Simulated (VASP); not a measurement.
# GaAs (F-43m) in VASP: notebook, part 2 of 2

VASP 6.6.1. The steps go on from the part before.

## Step 5: Band structure, revTPSS

Contents of INCAR:

```
PREC     = Accurate       # precision mode
ENCUT    = 520            # plane-wave cutoff, eV
EDIFF    = 1E-6           # SCF threshold, eV
ISMEAR   = -1             # smearing method
SIGMA    = 0.05           # smearing width, eV
LREAL    = False          # projectors in reciprocal space
LASPH    = True           # aspherical terms in the spheres
NELM     = 100            # most SCF steps
ALGO     = Normal         # electronic algorithm
ISIF     = 2              # what is computed and relaxed
LWAVE    = False          # write WAVECAR
LCHARG   = False          # write CHGCAR
METAGGA  = RTPSS          # meta-GGA
LMIXTAU  = True         
NBANDS   = 16             # bands
```

Contents of KPOINTS:

```
regular mesh
0
Gamma
  8 8 8
```

Contents of POSCAR:

```
GaAs
1.0
    0.0000000000      2.8268500000      2.8268500000
    2.8268500000      0.0000000000      2.8268500000
    2.8268500000      2.8268500000      0.0000000000
As Ga
1 1
Direct
    0.7500000000      0.7500000000      0.7500000000
    0.0000000000      0.0000000000      0.0000000000
```

Contents of KPOINTS_OPT:

```
path GXWKGLUWLK,UX
20
line-mode
reciprocal
 0.0000000000  0.0000000000  0.0000000000  G
 0.5000000000  0.0000000000  0.5000000000  X

 0.5000000000  0.0000000000  0.5000000000  X
 0.5000000000  0.2500000000  0.7500000000  W

 0.5000000000  0.2500000000  0.7500000000  W
 0.3750000000  0.3750000000  0.7500000000  K

 0.3750000000  0.3750000000  0.7500000000  K
 0.0000000000  0.0000000000  0.0000000000  G

 0.0000000000  0.0000000000  0.0000000000  G
 0.5000000000  0.5000000000  0.5000000000  L

 0.5000000000  0.5000000000  0.5000000000  L
 0.6250000000  0.2500000000  0.6250000000  U

 0.6250000000  0.2500000000  0.6250000000  U
 0.5000000000  0.2500000000  0.7500000000  W

 0.5000000000  0.2500000000  0.7500000000  W
 0.5000000000  0.5000000000  0.5000000000  L

 0.5000000000  0.5000000000  0.5000000000  L
 0.3750000000  0.3750000000  0.7500000000  K

 0.6250000000  0.2500000000  0.6250000000  U
 0.5000000000  0.0000000000  0.5000000000  X
```

Command:

```console
cat potpaw_PBE.64/As/POTCAR potpaw_PBE.64/Ga_d/POTCAR > POTCAR
mpirun -np 1 vasp_std > vasp.out
```

It took 3.1 min on 1 thread of Intel Xeon 6975P-C (Granite Rapids), shared host; peak memory 0.18 GiB.

It converged, with:

```
Free energy             : 4.6117 eV
Pressure                : 0.5 GPa
Band gap on the k mesh  : 0.71 eV, direct
Band gap along the path : 0.71 eV, direct
```

Levels at the corners of the path, in eV from the valence-band top:
```csv
point,band 5,band 6,band 7,band 8,band 9,band 10,band 11,band 12,band 13,band 14
Γ,-14.75,-12.87,0.00,0.00,0.00,0.71,3.83,3.83,3.83,7.52
X,-14.73,-10.31,-6.85,-2.72,-2.72,1.42,1.66,10.39,10.39,11.11
X,-14.73,-10.31,-6.85,-2.72,-2.72,1.42,1.66,10.39,10.39,11.11
W,-14.74,-10.25,-6.65,-3.61,-3.42,4.68,4.74,5.55,6.06,11.27
W,-14.74,-10.25,-6.65,-3.61,-3.42,4.68,4.74,5.55,6.06,11.27
K,-14.74,-10.35,-6.66,-3.95,-2.29,1.96,4.68,8.09,8.21,8.75
K,-14.74,-10.35,-6.66,-3.95,-2.29,1.96,4.68,8.09,8.21,8.75
Γ,-14.75,-12.87,0.00,0.00,0.00,0.71,3.83,3.83,3.83,7.52
Γ,-14.75,-12.87,0.00,0.00,0.00,0.71,3.83,3.83,3.83,7.52
L,-14.74,-11.06,-6.71,-1.15,-1.15,1.09,4.71,4.71,7.65,10.47
L,-14.74,-11.06,-6.71,-1.15,-1.15,1.09,4.71,4.71,7.65,10.47
U,-14.74,-10.35,-6.66,-3.95,-2.29,1.96,4.68,8.09,8.21,8.75
U,-14.74,-10.35,-6.66,-3.95,-2.29,1.96,4.68,8.09,8.21,8.75
W,-14.74,-10.25,-6.65,-3.61,-3.42,4.68,4.74,5.55,6.06,11.27
W,-14.74,-10.25,-6.65,-3.61,-3.42,4.68,4.74,5.55,6.06,11.27
L,-14.74,-11.06,-6.71,-1.15,-1.15,1.09,4.71,4.71,7.65,10.47
L,-14.74,-11.06,-6.71,-1.15,-1.15,1.09,4.71,4.71,7.65,10.47
K,-14.74,-10.35,-6.66,-3.95,-2.29,1.96,4.68,8.09,8.21,8.75
U,-14.74,-10.35,-6.66,-3.95,-2.29,1.96,4.68,8.09,8.21,8.75
X,-14.73,-10.31,-6.85,-2.72,-2.72,1.42,1.66,10.39,10.39,11.11
```

Caveat: the PAW data sets were made with another functional, which shifts forces and pressure a little.

## Step 6: The runs side by side

| level | spin | k mesh | grid for exact exchange (PRECFOCK) | exchange at q = 0 | share of exact exchange | mesh quality | gap on the mesh (eV) | pressure (GPa) |
| --- | --- | --- | --- | --- | --- | --- | --- | --- |
| r2SCAN | SOC, no magnetisation | 6 × 6 × 6 | - | - | - | not flagged | - | 0.6 |
| r2SCAN-EpsX | off | 4 × 4 × 4 | Fast | default | 0.0348 | coarse | 1.19 | 0.7 |
| TPSS | off | 8 × 8 × 8 | - | - | - | not flagged | 0.67 | 2.1 |
| revTPSS | off | 8 × 8 × 8 | - | - | - | not flagged | 0.71 | 0.5 |

Alike in all rows: task band structure; potentials or basis VASP PAW PBE potentials, release 64 (As, Ga_d); cell as given; cutoff (eV) 520; smearing fermi-dirac 0.05 eV.

Caveats: some runs use coarse meshes; the PAW data sets were made with another functional, which shifts forces and pressure a little; an unscreened hybrid on a path of extra k points without a Coulomb cutoff has errors near the mesh points, so the bands along the path aren't reliable (some runs).

Absolute energies hang on the potentials; compare differences alone.

## Step 7: How close it comes

Step 4. A measured gap of GaAs is 1.412 eV (direct; 300 K; “Evidence of valence band perturbations in GaAsN/GaAs(001): A combined variable-angle spectroscopic ellipsometry and modulated photoreflectance investigation”, 2008, arxiv:0805.2212); the calculated 0.67 eV misses it by -0.74 eV. 3 values of this kind are on record (1.412 to 1.51 eV); this one was drawn at random among those near their median, those with a stated uncertainty first. Spin-orbit coupling on As, Ga is left out. The value is that of TPSS, without temperature or zero-point motion.

Step 5. Against the measured gap of GaAs, 1.412 eV (direct; 300 K; “Evidence of valence band perturbations in GaAsN/GaAs(001): A combined variable-angle spectroscopic ellipsometry and modulated photoreflectance investigation”, 2008, arxiv:0805.2212), the calculated 0.71 eV is off by -0.71 eV. 3 values of this kind are on record (1.412 to 1.51 eV); this one was drawn at random among those near their median, those with a stated uncertainty first. Spin-orbit coupling on As, Ga is left out. The value is that of revTPSS, without temperature or zero-point motion.
